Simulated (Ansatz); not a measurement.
## Relaxation of Ti

Level of theory: Ansatz, DFT PBE, scalar-relativistic, plane waves, PAW. Run with 420 eV cutoff, 24×24×12 k-mesh, Gaussian smearing of 0.10 eV, no spin polarisation.

What was changed: biaxial strain in the a-b plane, c and atoms relaxed: -3.0 %.

Command:

```bash
ansatz run input.yaml --threads 1 --pin off --max-ram 2560MiB --backend cpu --events-out ev --progress --plain --runs-dir out
```

Input:

```yaml
crystal:
  lattice:
    - [2.8503043195, 0.0, 0.0]
    - [-1.4251521597, 2.4684359492, 0.0]
    - [0.0, 0.0, 4.7343454259]
  atoms:
    - { symbol: Ti, position: [0.3333333333, 0.6666666667, 0.25] }
    - { symbol: Ti, position: [0.6666666667, 0.3333333333, 0.75] }
basis:
  ecutwfc: 420
kpoints:
  mp_grid: { grid: [24, 24, 12] }
hamiltonian:
  xc: pbe
scf:
  occupations: { method: gaussian, width: 0.1 }
output:
  forces: true
  stress: true
  eigenvalues: true
relax:
  adjacent_minimum: "off"
  f_tol: 0.008
  max_steps: 40
  cell: { stress_tol: 0.015, fix: [a, b, gamma] }
```

F is the free energy. Steps run on the plane waves of an earlier cell, but the last one, and at times one on the way, on a freshly chosen basis, so a repeated geometry can differ a little in energy. The held parts of the cell keep their stress, so P needn't end at zero.

Steps:

| step | F − F(1) (eV) | largest force component (eV/Å) | V (Å³/atom) | P (GPa) |
| --- | --- | --- | --- | --- |
| 1 | 0.0000 | 0.000 | 16.655 | 5.19 |
| 2 | -0.0009 | 0.000 | 16.833 | 3.85 |
| 3 | -0.0011 | 0.000 | 16.782 | 4.22 |
| 4 | -0.0011 | 0.000 | 16.781 | 4.23 |
| 5 | -0.0012 | 0.000 | 16.781 | 4.23 |

Relaxed structure:

```yaml
crystal:
  lattice:
    - [2.85030, 0.00000, 0.00000]
    - [-1.42515, 2.46844, 0.00000]
    - [0.00000, 0.00000, 4.77016]
  atoms:
    - { symbol: Ti, position: [0.33333, 0.66667, 0.25000] }
    - { symbol: Ti, position: [0.66667, 0.33333, 0.75000] }
```

The structure is hexagonal, space group P6_3/mmc (No. 194). The conventional cell has a = 2.850 Å, b = 2.850 Å, c = 4.770 Å, α = 90.00°, β = 90.00°, γ = 120.00°. Ti (site symmetry -6m2) is surrounded by 12 Ti at 2.85 to 2.90 Å.

The run converged. Time: 22 s on 1 thread of AMD EPYC 9R45 (Zen 5) (shared host), peak memory 0.56 GiB.